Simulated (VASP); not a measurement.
# WC (P-6m2) in VASP: single point with PBEsol

Aim: the single point of WC with PBEsol.

Everything below comes from runs of VASP 6.6.1. Logs are shortened: lines on timing, memory, paths and dates and some standing lists are left out, and cuts for length are marked.

### 1 The structure

It takes space group P-6m2 (No. 187, hexagonal). The conventional cell has a = 2.901 Å, b = 2.901 Å, c = 2.831 Å, α = 90.00°, β = 90.00°, γ = 120.00°. W (site symmetry -6m2) has 6 C at 2.19 Å as nearest neighbours. Around C (site symmetry -6m2) lie 6 W at 2.19 Å.

### 2 Single point, PBEsol

Contents of INCAR:

```
SYSTEM = WC
ALGO = Normal ; EDIFF = 1E-6
ENCUT = 520 ; GGA = PS
ICORELEVEL = 1 ; ISIF = 2
ISMEAR = 1 ; LASPH = .True.
LCHARG = .False. ; LREAL = .False.
LWAVE = .False. ; NBANDS = 16
NELM = 80 ; PREC = Accurate
SIGMA = 0.1
```

Contents of KPOINTS:

```
k-points
0
Gamma
  14 10 28
  0 0 0
```

Contents of POSCAR:

```
WC
1.0
    2.9010186200      0.0000000000      0.0000000000
   -1.4505094300      3.7847455200      0.0000000000
    0.0000000000     -2.1170153300      1.8789918500
W C
1 1
Direct
    0.0000000000      0.0000000000      0.0000000000
    0.3333340000      0.6666670000      0.1666670000
```

Potentials or basis: VASP PAW PBE potentials, release 64 (W_sv, C).

On the command line:

```console
cat potpaw_PBE.64/W_sv/POTCAR potpaw_PBE.64/C/POTCAR > POTCAR
mpirun -np 1 vasp_std > vasp.out
```

OUTCAR:

```text
SYSTEM = WC
   EDIFF = 1E-6
   ENCUT = 520
   GGA = PS
   ISIF = 2
   ISMEAR = 1
   LASPH = .True.
   LREAL = .False.
   NELM = 80
   PREC = Accurate

 ion  position               nearest neighbor table
   1  0.000  0.000  0.000-   2 2.19   2 2.19   2 2.19   2 2.19   2 2.19   2 2.19
   2  0.333  0.667  0.167-   1 2.19   1 2.19   1 2.19   1 2.19   1 2.19   1 2.19

  LATTYP: Found a hexagonal cell.
 ALAT       =     2.9010190053
 C/A-ratio  =     0.9757302493

  Lattice vectors:

 A1 = (  -1.4505091900,  -1.6677301900,  -1.8789918500)
 A2 = (   2.9010186200,   0.0000000000,   0.0000000000)
 A3 = (   0.0000000000,  -2.1170153300,   1.8789918500)

Analysis of symmetry for initial positions (statically):
=====================================================================
 Subroutine PRICEL returns:
 Original cell was already a primitive cell.

 Routine SETGRP: Setting up the symmetry group for a
 hexagonal supercell.

 Subroutine GETGRP returns: Found 12 space group operations
 (whereof 12 operations were pure point group operations)
 out of a pool of 24 trial point group operations.

The static configuration has the point symmetry D_3h.

Analysis of symmetry for dynamics (positions and initial velocities):
=====================================================================
 Subroutine PRICEL returns:
 Original cell was already a primitive cell.

 Routine SETGRP: Setting up the symmetry group for a
 hexagonal supercell.

 Subroutine GETGRP returns: Found 12 space group operations
 (whereof 12 operations were pure point group operations)
 out of a pool of 24 trial point group operations.

The dynamic configuration has the point symmetry D_3h.

 Subroutine INISYM returns: Found 12 space group operations
 (whereof 12 operations are pure point group operations),
 and found     1 'primitive' translations

----------------------------------------------------------------------------------------

                                     Primitive cell

  volume of cell :      20.6306

  direct lattice vectors                    reciprocal lattice vectors
     2.901018620  0.000000000  0.000000000     0.344706509  0.132109289  0.148844387
    -1.450509430  3.784745520  0.000000000     0.000000000  0.264218557  0.297688750
     0.000000000 -2.117015330  1.878991850     0.000000000  0.000000000  0.532200286

  length of vectors
     2.901018620  4.053181005  2.830611997     0.398032779  0.398032710  0.532200286

[... 105 lines left out ...]
   NSW    =      0    number of steps for IOM
   IBRION =     -1    ionic relax: 0-MD 1-quasi-New 2-CG
   NFREE  =      0    steps in history (QN), initial steepest desc. (CG)
   ISIF   =      2    stress and relaxation
   ISYM   =      2    0-nonsym 1-usesym 2-fastsym
   POTIM  = 0.5000    time-step for ionic-motion
   TEBEG  =    0.0;   TEEND  =   0.0 temperature during run
   PSTRESS=    0.0 pullay stress
   NELECT =      18.0000    total number of electrons
   NUPDOWN=      -1.0000    fix difference up-down
   EMIN   =  10.00;   EMAX   =-10.00  energy-range for DOS
   EFERMI =   0.00;   METHOD = LEGACY
   ISMEAR =     1;   SIGMA  =   0.10  broadening in eV -4-tet -1-fermi 0-gaus
   EFERMI_NEDOS =   21; number of points for ismear=-14 and -15
   IALGO  =     38    algorithm
   IMIX   =      4    mixing-type and parameters
     AMIX     =   0.40;   BMIX     =  1.00
     AMIX_MAG =   1.60;   BMIX_MAG =  1.00
  volume/ion in A,a.u.               =      10.32        69.61
  Fermi-wavevector in a.u.,A,eV,Ry     =   1.564330  2.956155 33.295191  2.447128
  Thomas-Fermi vector in A             =   2.666969
   LORBIT       =      0    0 simple, 1 ext, 2 COOP (PROOUT), +10 PAW based schemes
   GGA     = PS    functional components
   LHFCALC =     F    Hartree Fock is set to
   AEXX    =    0.0000 exact exchange contribution
   IVDW    =     0    specifies the selected vdW correction
   LEPSILON=     F    determine dielectric tensor
   LRPA    =     F    only Hartree local field effects (RPA)
 non-spin polarized calculation
 Methfessel and Paxton  Order N= 1 SIGMA  =   0.10
  energy-cutoff  :      520.00
  volume of cell :       20.63
 maximum number of plane-waves:       577
 NGX is ok and might be reduce to    24
   NGX = 11   NGY = 15   NGZ = 11

 number of electron      18.0000000 magnetization

 Free energy of the ion-electron system (eV)
  ---------------------------------------------------
  ext. energy  EPLUGINS =         0.00000000
  ---------------------------------------------------
  free energy    TOTEN  =       -23.89979940 eV

  energy without entropy =      -23.89971272  energy(sigma->0) =      -23.89977050

 the core state eigenenergies are
   1-  1s -69451.6967  2s -11972.2879  2p -10465.8903  3s  -2744.9034  3p  -2299.0165
       3d  -1786.9777  4s   -553.3808  4p   -407.1702  4d   -222.0549  4f    -16.9674

   2-  1s   -254.4194

 E-fermi :  11.0019     XC(G=0): -13.9606

 val. band max:       10.9957442467   @ k =   0.4286  -0.4000   0.4643
 cond. band min:      11.0022085663   @ k =   0.0714   0.0000   0.5000
 fundamental gap:      0.0064643196
 Fermi energy:        11.0018778796

 k-point     1 :       0.0000    0.0000    0.0000
  band No.  band energies     occupation
      1     -62.9075      2.00000
      2     -26.8942      2.00000
      3     -26.7887      2.00000
      4     -26.7887      2.00000
      5      -3.4572      2.00000
      6       6.6518      2.00000
[... 277 lines left out ...]
 k-point    16 :       0.5000    0.1000    0.0000
  band No.  band energies     occupation

------------------------ aborting loop because EDIFF is reached ----------------------------------------

  FORCE on cell =-STRESS in cart. coord.  units (eV):
  Direction    XX          YY          ZZ          XY          YZ          ZX
  --------------------------------------------------------------------------------------
  -------------------------------------------------------------------------------------
  Total        0.0229079      0.0117788      0.0141407     -0.0000000      0.0098779     -0.0000000
  in kB        1.7790328      0.9147407      1.0981659     -0.0000001      0.7671174     -0.0000001
  external PRESSURE =       1.2639798 kB  Pullay stress =       0.0000000 kB

 VOLUME and BASIS-vectors are now :
 -----------------------------------------------------------------------------
  energy-cutoff  :      520.00
  volume of cell :       20.63
      direct lattice vectors                 reciprocal lattice vectors
     2.901018620  0.000000000  0.000000000     0.344706509  0.132109289  0.148844387
    -1.450509430  3.784745520  0.000000000     0.000000000  0.264218557  0.297688750
     0.000000000 -2.117015330  1.878991850     0.000000000  0.000000000  0.532200286

 POSITION                                       TOTAL-FORCE (eV/Angst)
 -----------------------------------------------------------------------------------
      0.00000      0.00000      0.00000         0.000000      0.000000      0.000000
      0.00000      2.17033      0.31317        -0.000000     -0.000000     -0.000000
 -----------------------------------------------------------------------------------
    total drift:                               -0.000328     -0.000127     -0.000143

  FREE ENERGIE OF THE ION-ELECTRON SYSTEM (eV)
  ---------------------------------------------------
  free  energy   TOTEN  =       -23.8997993972 eV

  energy  without entropy=      -23.8997127179  energy(sigma->0) =      -23.89977050
```

It took 9 min on 1 thread of Intel Xeon Platinum 8375C at 2.90GHz (Ice Lake), shared host; peak memory 0.61 GiB.

What came out:

| Item | Value |
| --- | --- |
| Free energy | -23.8998 eV |
| Pressure | 0.1 GPa |
| Band gap on the k mesh | none (metal or under the smearing width) |

Stress tensor (GPa, compression positive):
```
0.18 0.00 0.00
0.00 0.09 0.08
0.00 0.08 0.11
```

Core levels (eV, on the scale of the bands):
| atom | levels |
| --- | --- |
| 1 W | 1s -69451.7, 2s -11972.3, 2p -10465.9, 3s -2744.9, 3p -2299.0, 3d -1787.0, 4s -553.4, 4p -407.2, 4d -222.1, 4f -17.0 |
| 2 C | 1s -254.4 |

Caveat: the PAW data sets were made with another functional, which shifts forces and pressure a little. Spin-orbit coupling is left out, which matters for the levels of W.
